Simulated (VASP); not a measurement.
# Ca (Fm-3m) in VASP: settings compared, part 2 of 3

VASP 6.6.1. Earlier steps stand in the parts before.

**3. Single point, PBE**

This run uses another cell than the first one, of 43.63 Å³/atom, 1.150 times its volume.

Contents of INCAR:

```
PREC = Accurate
ENCUT = 520
EDIFF = 1E-6
ISMEAR = 1
SIGMA = 0.1
LREAL = F
LASPH = T
NELM = 80
ALGO = Normal
ISIF = 2
LWAVE = F
LCHARG = F
GGA = PE
KPAR = 4
```

Contents of KPOINTS:

```
Automatic mesh
0
Gamma
  6 6 6
```

Contents of POSCAR:

```
Ca
1.0
    0.0000000000      2.7942000000      2.7942000000
    2.7942000000      0.0000000000      2.7942000000
    2.7942000000      2.7942000000      0.0000000000
Ca
1
Direct
    0.0000000000      0.0000000000      0.0000000000
```

Potentials or basis: VASP PAW PBE potentials, release 64 (Ca_sv).

Launch:

```console
$ cat potpaw_PBE.64/Ca_sv/POTCAR > POTCAR
$ mpirun -np 4 vasp_std > vasp.out
```

OUTCAR:

```text
PREC = Accurate
   ENCUT = 520
   EDIFF = 1E-6
   ISMEAR = 1
   LREAL = F
   LASPH = T
   NELM = 80
   ISIF = 2
   GGA = PE

 ion  position               nearest neighbor table
   1  0.000  0.000  0.000-

  LATTYP: Found a face centered cubic cell.
 ALAT       =     5.5884000000

  Lattice vectors:

 A1 = (   0.0000000000,   2.7942000000,   2.7942000000)
 A2 = (   2.7942000000,   0.0000000000,   2.7942000000)
 A3 = (   2.7942000000,   2.7942000000,   0.0000000000)

Analysis of symmetry for initial positions (statically):
=====================================================================
 Subroutine PRICEL returns:
 Original cell was already a primitive cell.

 Routine SETGRP: Setting up the symmetry group for a
 face centered cubic supercell.

 Subroutine GETGRP returns: Found 48 space group operations
 (whereof 48 operations were pure point group operations)
 out of a pool of 48 trial point group operations.

The static configuration has the point symmetry O_h .

Analysis of symmetry for dynamics (positions and initial velocities):
=====================================================================
 Subroutine PRICEL returns:
 Original cell was already a primitive cell.

 Routine SETGRP: Setting up the symmetry group for a
 face centered cubic supercell.

 Subroutine GETGRP returns: Found 48 space group operations
 (whereof 48 operations were pure point group operations)
 out of a pool of 48 trial point group operations.

The dynamic configuration has the point symmetry O_h .

 Subroutine INISYM returns: Found 48 space group operations
 (whereof 48 operations are pure point group operations),
 and found     1 'primitive' translations

----------------------------------------------------------------------------------------

                                     Primitive cell

  volume of cell :      43.6317

  direct lattice vectors                    reciprocal lattice vectors
     0.000000000  2.794200000  2.794200000    -0.178942094  0.178942094  0.178942094
     2.794200000  0.000000000  2.794200000     0.178942094 -0.178942094  0.178942094
     2.794200000  2.794200000  0.000000000     0.178942094  0.178942094 -0.178942094

  length of vectors
     3.951595536  3.951595536  3.951595536     0.309936799  0.309936799  0.309936799

  position of ions in fractional coordinates (direct lattice)
     0.000000000  0.000000000  0.000000000

  ion indices of the primitive-cell ions
   primitive index   ion index
                 1           1

----------------------------------------------------------------------------------------

 KPOINTS: Automatic mesh

Automatic generation of k-mesh.
 Grid dimensions read from file:
 generate k-points for:    6    6    6

 Generating k-lattice:

  Cartesian coordinates                     Fractional coordinates (reciprocal lattice)
    -0.029823682  0.029823682  0.029823682     0.166666667  0.000000000  0.000000000
     0.029823682 -0.029823682  0.029823682     0.000000000  0.166666667  0.000000000
     0.029823682  0.029823682 -0.029823682     0.000000000  0.000000000  0.166666667

  Length of vectors
     0.051656133  0.051656133  0.051656133

  Shift w.r.t. Gamma in fractional coordinates (k-lattice)
     0.000000000  0.000000000  0.000000000

 Subroutine IBZKPT returns following result:
 ===========================================

 Found     16 irreducible k-points:

 Following reciprocal coordinates:
            Coordinates               Weight
  0.000000  0.000000  0.000000      1.000000
  0.166667  0.000000  0.000000      8.000000
  0.333333  0.000000  0.000000      8.000000
  0.500000  0.000000  0.000000      4.000000
  0.166667  0.166667  0.000000      6.000000
  0.333333  0.166667  0.000000     24.000000
[... 8 lines left out ...]
 -0.333333  0.333333  0.166667     24.000000
 -0.333333  0.500000  0.166667     12.000000
   k-points           NKPTS =     16   k-points in BZ     NKDIM =     16   number of bands    NBANDS=      9
   number of dos      NEDOS =    301   number of ions     NIONS =      1
   total plane-waves  NPLWV =  27000
   dimension x,y,z NGX =    30 NGY =   30 NGZ =   30
   dimension x,y,z NGXF=    60 NGYF=   60 NGZF=   60
   ions per type =               1
   NGX,Y,Z   is equivalent  to a cutoff of  12.62, 12.62, 12.62 a.u.
   NGXF,Y,Z  is equivalent  to a cutoff of  25.24, 25.24, 25.24 a.u.
 SYSTEM =  unknown system
   PREC   = accura    normal or accurate (medium, high low for compatibility)
   ISTART =      0    job   : 0-new  1-cont  2-samecut
   ICHARG =      2    charge: 1-file 2-atom 10-const
   ISPIN  =      1    spin polarized calculation?
   LNONCOLLINEAR =      F non collinear calculations
   LSORBIT =      F    spin-orbit coupling
   LASPH  =      T    aspherical Exc in radial PAW
   ENCUT  =  520.0 eV  38.22 Ry    6.18 a.u.   7.35  7.35  7.35*2*pi/ulx,y,z
   NELM   =     80;   NELMIN=  2; NELMDL= -5     # of ELM steps
   EDIFF  = 0.1E-05   stopping-criterion for ELM
   LREAL  =      F    real-space projection
   EDIFFG = 0.1E-04   stopping-criterion for IOM
   NSW    =      0    number of steps for IOM
   IBRION =     -1    ionic relax: 0-MD 1-quasi-New 2-CG
   NFREE  =      0    steps in history (QN), initial steepest desc. (CG)
   ISIF   =      2    stress and relaxation
   ISYM   =      2    0-nonsym 1-usesym 2-fastsym
   POTIM  = 0.5000    time-step for ionic-motion
   TEBEG  =    0.0;   TEEND  =   0.0 temperature during run
   PSTRESS=    0.0 pullay stress
   NELECT =      10.0000    total number of electrons
   NUPDOWN=      -1.0000    fix difference up-down
   EMIN   =  10.00;   EMAX   =-10.00  energy-range for DOS
   EFERMI =   0.00;   METHOD = LEGACY
   ISMEAR =     1;   SIGMA  =   0.10  broadening in eV -4-tet -1-fermi 0-gaus
   EFERMI_NEDOS =   21; number of points for ismear=-14 and -15
   IALGO  =     38    algorithm
   IMIX   =      4    mixing-type and parameters
     AMIX     =   0.40;   BMIX     =  1.00
     AMIX_MAG =   1.60;   BMIX_MAG =  1.00
  volume/ion in A,a.u.               =      43.63       294.44
  Fermi-wavevector in a.u.,A,eV,Ry     =   1.001861  1.893242 13.656506  1.003725
  Thomas-Fermi vector in A             =   2.134310
   LORBIT       =      0    0 simple, 1 ext, 2 COOP (PROOUT), +10 PAW based schemes
   GGA     = PE    functional components
   LHFCALC =     F    Hartree Fock is set to
   AEXX    =    0.0000 exact exchange contribution
   IVDW    =     0    specifies the selected vdW correction
   LEPSILON=     F    determine dielectric tensor
   LRPA    =     F    only Hartree local field effects (RPA)
 non-spin polarized calculation
 Methfessel and Paxton  Order N= 1 SIGMA  =   0.10
  energy-cutoff  :      520.00
  volume of cell :       43.63
 maximum number of plane-waves:      1211
 NGX is ok and might be reduce to    30
   NGX = 15   NGY = 15   NGZ = 15

 number of electron      10.0000000 magnetization

 number of electron       9.9999997 magnetization

 Free energy of the ion-electron system (eV)
  ---------------------------------------------------
  ext. energy  EPLUGINS =         0.00000000
  ---------------------------------------------------
  free energy    TOTEN  =        -1.89930857 eV

  energy without entropy =       -1.89649948  energy(sigma->0) =       -1.89837221

 E-fermi :   1.8822     XC(G=0):  -7.6311

 val. band max:        1.8423547185   @ k =  -0.3333   0.3333   0.1667
 cond. band min:       1.9302218438   @ k =  -0.3333   0.3333   0.1667
 fundamental gap:      0.0878671253
 Fermi energy:         1.8822094219

 k-point     1 :       0.0000    0.0000    0.0000
  band No.  band energies     occupation
      1     -40.2564      2.00000
      2     -21.1786      2.00000
      3     -21.1786      2.00000
      4     -21.1786      2.00000
      5      -2.1322      2.00000
      6       4.1272      0.00000
      7       4.1272      0.00000
      8       4.1272      0.00000
      9       5.1527      0.00000
[... 169 lines left out ...]
 k-point    16 :      -0.3333    0.5000    0.1667
  band No.  band energies     occupation
      1     -40.2410      2.00000
      2     -21.2761      2.00000
      3     -21.2411      2.00000
      4     -21.2242      2.00000
      5       1.8413      1.63195
      6       2.4567     -0.00000
      7       2.6061     -0.00000
      8       4.7184      0.00000
      9       5.9915      0.00000

------------------------ aborting loop because EDIFF is reached ----------------------------------------

  FORCE on cell =-STRESS in cart. coord.  units (eV):
  Direction    XX          YY          ZZ          XY          YZ          ZX
  --------------------------------------------------------------------------------------
  -------------------------------------------------------------------------------------
  Total       -0.1909384     -0.1909384     -0.1909384      0.0000000      0.0000000      0.0000000
  in kB       -7.0113457     -7.0113457     -7.0113457      0.0000000      0.0000000      0.0000000
  external PRESSURE =      -7.0113457 kB  Pullay stress =       0.0000000 kB

 VOLUME and BASIS-vectors are now :
 -----------------------------------------------------------------------------
  energy-cutoff  :      520.00
  volume of cell :       43.63
      direct lattice vectors                 reciprocal lattice vectors
     0.000000000  2.794200000  2.794200000    -0.178942094  0.178942094  0.178942094
     2.794200000  0.000000000  2.794200000     0.178942094 -0.178942094  0.178942094
     2.794200000  2.794200000  0.000000000     0.178942094  0.178942094 -0.178942094

 POSITION                                       TOTAL-FORCE (eV/Angst)
 -----------------------------------------------------------------------------------
      0.00000      0.00000      0.00000         0.000000      0.000000      0.000000
 -----------------------------------------------------------------------------------
    total drift:                               -0.000000     -0.000000      0.000000

  FREE ENERGIE OF THE ION-ELECTRON SYSTEM (eV)
  ---------------------------------------------------
  free  energy   TOTEN  =        -1.8993085673 eV

  energy  without entropy=       -1.8964994838  energy(sigma->0) =       -1.89837221
```

stdout:

```text
POSCAR found type information on POSCAR Ca
 POSCAR found :  1 types and       1 ions
 scaLAPACK will be used
 LDA part: xc-table for (Slater+PW92), standard interpolation
 POSCAR, INCAR and KPOINTS ok, starting setup
 FFT: planning ... GRIDC
 FFT: planning ... GRID_SOFT
 FFT: planning ... GRID
 WAVECAR not read
 entering main loop
```

Run time: 3.8 s. Hardware: 4 MPI ranks of Intel Xeon 6975P-C (Granite Rapids), shared host; peak memory 0.15 GiB.

What came out:

| Quantity | Value |
| --- | --- |
| Free energy | -1.8993 eV |
| Pressure | -0.7 GPa |
| Band gap on the k mesh | none (metal or under the smearing width) |

Levels at points of the mesh, in eV from the Fermi level:
```tsv
k point	band 3	band 4	band 5	band 6	band 7	band 8
(0.00, 0.00, 0.00)	-23.06	-23.06	-4.01	2.24	2.24	2.24
(0.50, 0.00, 0.00)	-23.08	-23.08	-1.02	-0.23	2.13	2.13
(0.50, 0.50, 0.00)	-23.11	-23.11	-0.47	0.55	0.86	3.92
```

**4. Relaxation of cell and atoms, LDA**

This run uses another cell than the first one, of 43.63 Å³/atom, 1.150 times its volume.

Contents of INCAR:

```
ALGO = Normal ; EDIFF = 1E-6
EDIFFG = -0.01 ; ENCUT = 600
IBRION = 2 ; ISIF = 3
ISMEAR = 1 ; KPAR = 2
LASPH = T ; LCHARG = F
LREAL = F ; LWAVE = F
NELM = 80 ; NSW = 90
PREC = Accurate ; SIGMA = 0.1
```

Contents of KPOINTS:

```
k-points
0
Gamma
  12 12 12
```

POSCAR is that of step 3.

Potentials or basis: VASP PAW LDA potentials, release 64 (Ca_sv).

Launch:

```console
$ cat potpaw_LDA.64/Ca_sv/POTCAR > POTCAR
$ mpirun -np 2 vasp_std > vasp.out
```

Run time: 22 s. Hardware: 2 MPI ranks of Intel Xeon Platinum 8375C at 2.90GHz (Ice Lake), shared host; peak memory 0.18 GiB.

Results (log left out):

```
Free energy                            : -2.2036 eV
Relaxed volume                         : 37.95 Å³/atom
Relaxed cell                           : a = 3.772 Å, b = 3.772 Å, c = 3.772 Å, α = 60.00°, β = 60.00°, γ = 60.00°
Space group after relaxing (to 0.05 Å) : Fm-3m (No. 225)
Energy gained by relaxing              : 40.5 meV/atom
Ionic steps                            : 4
Pressure after relaxing                : 0.0 GPa
Band gap on the k mesh                 : none (metal or under the smearing width)
```

Step by step:
| step | energy change (eV) | largest force (eV/Å) | pressure (GPa) | volume (Å³) |
| --- | --- | --- | --- | --- |
| 1 | 0.0000 | 0.0000 | -2.11 | 43.63 |
| 2 | -0.0341 | 0.0000 | -0.93 | 40.10 |
| 3 | -0.0405 | 0.0000 | -0.08 | 38.13 |
| 4 | -0.0405 | 0.0000 | 0.01 | 37.95 |

Final structure:
```
CELL_PARAMETERS angstrom
0.00000 2.66726 2.66726
2.66726 0.00000 2.66726
2.66726 2.66726 0.00000
ATOMIC_POSITIONS crystal
Ca 0.00000 0.00000 0.00000
```

Levels at points of the mesh, in eV from the Fermi level:
| k point | band 2 | band 3 | band 4 | band 5 | band 6 | band 7 | band 8 | band 9 |
| --- | --- | --- | --- | --- | --- | --- | --- | --- |
| (0.00, 0.00, 0.00) | -22.52 | -22.52 | -22.52 | -4.21 | 2.34 | 2.34 | 2.34 | 3.55 |
| (0.50, 0.00, 0.00) | -22.73 | -22.55 | -22.55 | -1.09 | -0.01 | 2.22 | 2.22 | 4.34 |
| (0.50, 0.50, 0.00) | -22.72 | -22.60 | -22.60 | -0.61 | 0.42 | 1.21 | 4.33 | 4.54 |

Caveat: the volume moved by -13 % from the deposited cell, more than functionals usually miss.

[end of part 2 of 3]
